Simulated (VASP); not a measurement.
# AlP in VASP: work function with PBEsol

Aim: the work function of AlP with PBEsol.

Everything below comes from runs of VASP 6.6.1. Logs are shortened: lines on timing, memory, paths and dates and some standing lists are left out, and cuts for length are marked.

### 1 Starting point

The cell holds a slab with vacuum, 6 atoms: a = 5.451 Å, b = 3.854 Å, c = 19.854 Å, α = 90.00°, β = 90.00°, γ = 90.00°.

### 2 Work function, PBEsol

File INCAR:

```
PREC = Accurate
ENCUT = 520
EDIFF = 1E-6
ISMEAR = 0
SIGMA = 0.05
LREAL = False
LASPH = True
NELM = 60
ALGO = Normal
ISIF = 2
LWAVE = False
LCHARG = True
LDIPOL = True
IDIPOL = 3
DIPOL = 0.5 0.5 0.500
GGA = PS
LVHAR = True
LVACPOTAV = True
KPAR = 8
```

File KPOINTS:

```
Automatic mesh
0
Gamma
  4 6 1
```

File POSCAR:

```
AlP                                     
1.0
    5.4510000000      0.0000000000      0.0000000000
    0.0000000000      3.8544390640      0.0000000000
    0.0000000000      0.0000000000     19.8544390640
  Al              P             
     3     3
Direct
     0.5381776379497060    0.5000000000000000    0.4210044649210843
     0.9554684200377147    0.0000000000000000    0.5000000000000000
     0.5381776379497060    0.5000000000000000    0.5789955350789158
     0.7517657161926091    0.0000000000000000    0.3928346614552634
     0.2146448716776549    0.5000000000000000    0.5000000000000000
     0.7517657161926091    1.0000000000000000    0.6071653385447366
```

Potentials or basis: VASP PAW PBE potentials, release 64 (Al, P).

The run is started by

```sh
> cat potpaw_PBE.64/Al/POTCAR potpaw_PBE.64/P/POTCAR > POTCAR
> mpirun -np 8 vasp_std > vasp.out
```

OUTCAR:

```text
PREC = Accurate
   ENCUT = 520
   EDIFF = 1E-6
   ISMEAR = 0
   LREAL = False
   LASPH = True
   NELM = 60
   ISIF = 2
   GGA = PS

 ion  position               nearest neighbor table
   1  0.538  0.500  0.421-   4 2.32   4 2.32   5 2.36   3 3.14
   2  0.955  0.000  0.500-   5 2.39   5 2.39   6 2.40   4 2.40
   3  0.538  0.500  0.579-   6 2.32   6 2.32   5 2.36   1 3.14
   4  0.752  0.000  0.393-   1 2.32   1 2.32   2 2.40
   5  0.215  0.500  0.500-   1 2.36   3 2.36   2 2.39   2 2.39
   6  0.752  0.000  0.607-   3 2.32   3 2.32   2 2.40

  LATTYP: Found a simple orthorhombic cell.
 ALAT       =     3.8544390640
 B/A-ratio  =     1.4142135625
 C/A-ratio  =     5.1510579709

  Lattice vectors:

 A1 = (   0.0000000000,  -3.8544390640,   0.0000000000)
 A2 = (   5.4510000000,   0.0000000000,   0.0000000000)
 A3 = (   0.0000000000,   0.0000000000,  19.8544390640)

Analysis of symmetry for initial positions (statically):
=====================================================================
 Subroutine PRICEL returns:
 Original cell was already a primitive cell.

 Routine SETGRP: Setting up the symmetry group for a
 simple orthorhombic supercell.

 Subroutine GETGRP returns: Found  4 space group operations
 (whereof  4 operations were pure point group operations)
 out of a pool of  8 trial point group operations.

The static configuration has the point symmetry C_2v.

Analysis of symmetry for dynamics (positions and initial velocities):
=====================================================================
 Subroutine PRICEL returns:
 Original cell was already a primitive cell.

 Routine SETGRP: Setting up the symmetry group for a
 simple orthorhombic supercell.

 Subroutine GETGRP returns: Found  4 space group operations
 (whereof  4 operations were pure point group operations)
 out of a pool of  8 trial point group operations.

The dynamic configuration has the point symmetry C_2v.

 Subroutine INISYM returns: Found  4 space group operations
 (whereof  4 operations are pure point group operations),
 and found     1 'primitive' translations

----------------------------------------------------------------------------------------

                                     Primitive cell

  volume of cell :     417.1526

  direct lattice vectors                    reciprocal lattice vectors
     5.451000000  0.000000000  0.000000000     0.183452578  0.000000000  0.000000000
     0.000000000  3.854439064  0.000000000     0.000000000  0.259441123  0.000000000
     0.000000000  0.000000000 19.854439064     0.000000000  0.000000000  0.050366570

  length of vectors
     5.451000000  3.854439064 19.854439064     0.183452578  0.259441123  0.050366570

  position of ions in fractional coordinates (direct lattice)
     0.538177638  0.500000000  0.421004465
     0.955468420  0.000000000  0.500000000
     0.538177638  0.500000000  0.578995535
     0.751765716  0.000000000  0.392834661
     0.214644872  0.500000000  0.500000000
     0.751765716  0.000000000  0.607165339

  ion indices of the primitive-cell ions
   primitive index   ion index
                 1           1
                 2           2
                 3           3
                 4           4
                 5           5
                 6           6

----------------------------------------------------------------------------------------

 KPOINTS: Automatic mesh

Automatic generation of k-mesh.
 Grid dimensions read from file:
 generate k-points for:    4    6    1

 Generating k-lattice:

  Cartesian coordinates                     Fractional coordinates (reciprocal lattice)
     0.045863144  0.000000000  0.000000000     0.250000000  0.000000000  0.000000000
     0.000000000  0.043240187  0.000000000     0.000000000  0.166666667  0.000000000
     0.000000000  0.000000000  0.050366570     0.000000000  0.000000000  1.000000000

  Length of vectors
     0.045863144  0.043240187  0.050366570

  Shift w.r.t. Gamma in fractional coordinates (k-lattice)
     0.000000000  0.000000000  0.000000000

 Subroutine IBZKPT returns following result:
 ===========================================

 Found     12 irreducible k-points:

 Following reciprocal coordinates:
            Coordinates               Weight
  0.000000  0.000000  0.000000      1.000000
  0.250000  0.000000  0.000000      2.000000
  0.500000  0.000000  0.000000      1.000000
  0.000000  0.166667  0.000000      2.000000
  0.250000  0.166667  0.000000      4.000000
  0.500000  0.166667  0.000000      2.000000
  0.000000  0.333333  0.000000      2.000000
  0.250000  0.333333  0.000000      4.000000
  0.500000  0.333333  0.000000      2.000000
  0.000000  0.500000  0.000000      1.000000
  0.250000  0.500000  0.000000      2.000000
  0.500000  0.500000  0.000000      1.000000
   k-points           NKPTS =     12   k-points in BZ     NKDIM =     12   number of bands    NBANDS=     16
   number of dos      NEDOS =    301   number of ions     NIONS =      6
   total plane-waves  NPLWV = 189000
   dimension x,y,z NGX =    42 NGY =   30 NGZ =  150
   dimension x,y,z NGXF=    84 NGYF=   60 NGZF=  300
   ions per type =               3   3
   NGX,Y,Z   is equivalent  to a cutoff of  12.81, 12.94, 12.56 a.u.
   NGXF,Y,Z  is equivalent  to a cutoff of  25.62, 25.88, 25.12 a.u.
 SYSTEM =  unknown system
   PREC   = accura    normal or accurate (medium, high low for compatibility)
   ISTART =      0    job   : 0-new  1-cont  2-samecut
   ICHARG =      2    charge: 1-file 2-atom 10-const
   ISPIN  =      1    spin polarized calculation?
   LNONCOLLINEAR =      F non collinear calculations
   LSORBIT =      F    spin-orbit coupling
   LASPH  =      T    aspherical Exc in radial PAW
   ENCUT  =  520.0 eV  38.22 Ry    6.18 a.u.  10.14  7.17 36.92*2*pi/ulx,y,z
   NELM   =     60;   NELMIN=  2; NELMDL= -5     # of ELM steps
   EDIFF  = 0.1E-05   stopping-criterion for ELM
   LREAL  =      F    real-space projection
   EDIFFG = 0.1E-04   stopping-criterion for IOM
   NSW    =      0    number of steps for IOM
   IBRION =     -1    ionic relax: 0-MD 1-quasi-New 2-CG
   NFREE  =      0    steps in history (QN), initial steepest desc. (CG)
   ISIF   =      2    stress and relaxation
   ISYM   =      2    0-nonsym 1-usesym 2-fastsym
   POTIM  = 0.5000    time-step for ionic-motion
   TEBEG  =    0.0;   TEEND  =   0.0 temperature during run
   PSTRESS=    0.0 pullay stress
   NELECT =      24.0000    total number of electrons
   NUPDOWN=      -1.0000    fix difference up-down
   EMIN   =  10.00;   EMAX   =-10.00  energy-range for DOS
   EFERMI =   0.00;   METHOD = LEGACY
   ISMEAR =     0;   SIGMA  =   0.05  broadening in eV -4-tet -1-fermi 0-gaus
   EFERMI_NEDOS =   21; number of points for ismear=-14 and -15
   IALGO  =     38    algorithm
   IMIX   =      4    mixing-type and parameters
     AMIX     =   0.40;   BMIX     =  1.00
     AMIX_MAG =   1.60;   BMIX_MAG =  1.00
  volume/ion in A,a.u.               =      69.53       469.18
  Fermi-wavevector in a.u.,A,eV,Ry     =   0.631995  1.194297  5.434406  0.399418
  Thomas-Fermi vector in A             =   1.695160
   LORBIT       =      0    0 simple, 1 ext, 2 COOP (PROOUT), +10 PAW based schemes
   GGA     = PS    functional components
   LHFCALC =     F    Hartree Fock is set to
   AEXX    =    0.0000 exact exchange contribution
   IVDW    =     0    specifies the selected vdW correction
   LEPSILON=     F    determine dielectric tensor
   LRPA    =     F    only Hartree local field effects (RPA)
 non-spin polarized calculation
 Gauss-broadening in eV      SIGMA  =   0.05
  energy-cutoff  :      520.00
  volume of cell :      417.15
 maximum number of plane-waves:     11262
 NGX is ok and might be reduce to    42
   NGX = 21   NGY = 15   NGZ = 73

 number of electron      24.0000003 magnetization

 dipolmoment           0.000000      0.000000     -0.000000 electrons x Angstroem

 Free energy of the ion-electron system (eV)
  ---------------------------------------------------
  ext. energy  EPLUGINS =         0.00000000
  ---------------------------------------------------
  free energy    TOTEN  =       -30.21725676 eV

  energy without entropy =      -30.21725675  energy(sigma->0) =      -30.21725675

 E-fermi :  -2.4279     XC(G=0):  -3.4504

 val. band max:       -2.6026170698   @ k =   0.5000   0.0000   0.0000
 cond. band min:      -2.2531684684   @ k =   0.0000   0.5000   0.0000
 fundamental gap:      0.3494486013
 Fermi energy:        -2.4278922514

 k-point     1 :       0.0000    0.0000    0.0000
  band No.  band energies     occupation
      1     -13.6169      2.00000
      2     -12.1691      2.00000
      3     -11.6492      2.00000
      4      -7.5364      2.00000
      5      -5.6743      2.00000
      6      -5.6096      2.00000
[... 8 lines left out ...]
     15       0.9506      0.00000
     16       1.0161      0.00000

 k-point     2 :       0.2500    0.0000    0.0000
  band No.  band energies     occupation
      1     -13.4075      2.00000
      2     -12.1343      2.00000
      3     -12.0356      2.00000
      4      -7.5024      2.00000
      5      -6.2962      2.00000
      6      -5.2288      2.00000
[... 8 lines left out ...]
     15       0.5587      0.00000
     16       1.1958      0.00000

 k-point     3 :       0.5000    0.0000    0.0000
  band No.  band energies     occupation
      1     -12.9477      2.00000
      2     -12.6554      2.00000
      3     -12.0983      2.00000
      4      -7.4370      2.00000
      5      -6.6877      2.00000
      6      -4.9846      2.00000
[... 8 lines left out ...]
     15       0.6237      0.00000
     16       1.2962      0.00000
[... 134 lines left out ...]
 k-point    11 :       0.2500    0.5000    0.0000
  band No.  band energies     occupation
      1     -12.3315      2.00000
      2     -11.7138      2.00000
      3     -11.2825      2.00000
      4      -7.9094      2.00000
      5      -7.2534      2.00000
      6      -7.2525      2.00000
[... 8 lines left out ...]
     15       0.4289      0.00000
     16       1.0379      0.00000

 k-point    12 :       0.5000    0.5000    0.0000
  band No.  band energies     occupation
      1     -12.2538      2.00000
      2     -11.6704      2.00000
      3     -11.2660      2.00000
      4      -8.3609      2.00000
      5      -7.4374      2.00000
      6      -7.0976      2.00000
[... 8 lines left out ...]
     15       0.8325      0.00000
     16       1.3813      0.00000

------------------------ aborting loop because EDIFF is reached ----------------------------------------

  FORCE on cell =-STRESS in cart. coord.  units (eV):
  Direction    XX          YY          ZZ          XY          YZ          ZX
  --------------------------------------------------------------------------------------
  -------------------------------------------------------------------------------------
  Total       -1.7482444     -2.1704200     -0.0236800      0.0000000      0.0000000      0.0000000
  in kB       -6.7145630     -8.3360322     -0.0909488      0.0000000      0.0000000      0.0000000
  external PRESSURE =      -5.0471813 kB  Pullay stress =       0.0000000 kB

 VOLUME and BASIS-vectors are now :
 -----------------------------------------------------------------------------
  energy-cutoff  :      520.00
  volume of cell :      417.15
      direct lattice vectors                 reciprocal lattice vectors
     5.451000000  0.000000000  0.000000000     0.183452578  0.000000000  0.000000000
     0.000000000  3.854439064  0.000000000     0.000000000  0.259441123  0.000000000
     0.000000000  0.000000000 19.854439064     0.000000000  0.000000000  0.050366570

 POSITION                                       TOTAL-FORCE (eV/Angst)
 -----------------------------------------------------------------------------------
      2.93361      1.92722      8.35881         0.009424      0.000000      0.003015
      5.20826      0.00000      9.92722        -0.013768     -0.000000      0.000000
      2.93361      1.92722     11.49563         0.009424     -0.000000     -0.003015
      4.09787      0.00000      7.79951        -0.001255     -0.000000     -0.000098
      1.17003      1.92722      9.92722        -0.002570     -0.000000      0.000000
      4.09787      0.00000     12.05493        -0.001255     -0.000000      0.000098
 -----------------------------------------------------------------------------------
    total drift:                               -0.000112     -0.000000     -0.000001

  FREE ENERGIE OF THE ION-ELECTRON SYSTEM (eV)
  ---------------------------------------------------
  free  energy   TOTEN  =       -30.2172567586 eV

  energy  without entropy=      -30.2172567469  energy(sigma->0) =      -30.21725675

 vacuum level on the upper side and lower side of the slab         2.994         2.994
```

Wall time 58 s (8 MPI ranks of Intel Xeon Platinum 8259CL at 2.50GHz (Skylake/Cascade Lake), shared host); peak memory 0.52 GiB.

What came out:

```
Free energy                            : -30.2173 eV
Largest force                          : 0.014 eV/Å
Band gap on the k mesh                 : 0.35 eV, indirect (least direct gap 0.54 eV)
Ionisation potential of the upper face : 5.60 eV
```

Forces on the atoms (eV/Å):
```
Al   0.009  0.000  0.003
Al  -0.014  0.000  0.000
Al   0.009  0.000 -0.003
P   -0.001  0.000  0.000
P   -0.003  0.000  0.000
P   -0.001  0.000  0.000
```

Caveat: the PAW data sets were made with another functional, which shifts forces and pressure a little. A hybrid or GW would open this gap; PBEsol tends to underestimate it.
